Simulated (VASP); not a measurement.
Runs of VASP 6.6.1 on LiH. All rows change the cell; the cell of one of them follows. Symmetry: R3m, No. 160, trigonal system. Conventional cell: a = 3.034 Å, b = 3.034 Å, c = 7.068 Å, α = 90.00°, β = 90.00°, γ = 120.00°. Li (site symmetry 3m) is surrounded by 4 H at 1.81 to 1.83 Å. H (site symmetry 3m) is surrounded by 4 Li at 1.81 to 1.83 Å. The cell was built by a generator and needn't be a form met in nature.

| level | cell | k mesh | exchange at q = 0 | grid for exact exchange (PRECFOCK) | screening parameter | gap on the mesh (eV) |
| --- | --- | --- | --- | --- | --- | --- |
| r2SCAN | shear_111 strain -4.9% | 10 × 10 × 10 | - | - | - | 4.83 |
| HSE06 | shear_111 strain -4.9% | 8 × 8 × 8 | truncated | Normal | 0.2079 1/A | (a) |
| r2SCAN | uniaxial_x strain +1.2% | 10 × 10 × 10 | - | - | - | 4.78 |
| r2SCAN | biaxial_xy strain -2.3% | 10 × 10 × 10 | - | - | - | 4.84 |

Alike in all rows: task single point; potentials or basis VASP PAW PBE potentials, release 64 (Li_sv, H); no spin polarisation; cutoff (eV) 520; smearing gaussian 0.01 eV.

**Question.** Estimate the missing entries.

**Answer.** (a) 5.27.

A k mesh can miss the band edges.
